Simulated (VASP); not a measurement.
Here is a VASP 6.6.1 calculation.

Contents of INCAR:

```
SYSTEM = MgO
ALGO = Fast
EDIFF = 1E-6
ENCUT = 520
GGA = PS
ICORELEVEL = 1
ISIF = 2
ISMEAR = 0
LASPH = .TRUE.
LCHARG = .FALSE.
LREAL = .FALSE.
LWAVE = .FALSE.
NBANDS = 16
NELM = 80
PREC = Accurate
SIGMA = 0.03
```

The input KPOINTS:

```
k-points
0
G
  9 9 5
  0 0 0
```

Contents of POSCAR:

```
MgO                                     
1.0
    3.2984952603      0.0000000000      0.0000000000
   -1.6492476301      2.8565806909      0.0000000000
    0.0000000000      0.0000000000      5.0152764255
  Mg              O             
     2     2
Direct
     0.3333333300000021    0.6666666699999979    0.4910016267444630
     0.6666666699999979    0.3333333300000021    0.9910016267444629
     0.6666666699999979    0.3333333300000021    0.3880083732555380
     0.3333333300000021    0.6666666699999979    0.8880083732555381
```

File KPOINTS_OPT:

```
explicit points
186
Reciprocal
 0.0000000000  0.0000000000  0.0000000000 1
 0.0263157895  0.0000000000  0.0000000000 1
 0.0526315789  0.0000000000  0.0000000000 1
 0.0789473684  0.0000000000  0.0000000000 1
 0.1052631579  0.0000000000  0.0000000000 1
 0.1315789474  0.0000000000  0.0000000000 1
[... 178 lines left out ...]
 0.5000000000  0.0000000000  0.5000000000 1
 0.5000000000  0.0000000000  0.0000000000 1
```

Potentials or basis: VASP PAW PBE potentials, release 64 (Mg, O).

Command:

```bash
$ cat potpaw_PBE.64/Mg/POTCAR potpaw_PBE.64/O/POTCAR > POTCAR
$ mpirun -np 1 vasp_std > vasp.out
```

(1) Estimate the band gap along the path.

(2) Predict the pressure.

(3) What does it give for the band gap on the k mesh?

Results:

(1) 3.38 eV, direct.

(2) 0.3 GPa.

(3) 3.38 eV, direct.

Caveat: the PAW data sets were made with another functional, which shifts forces and pressure a little.
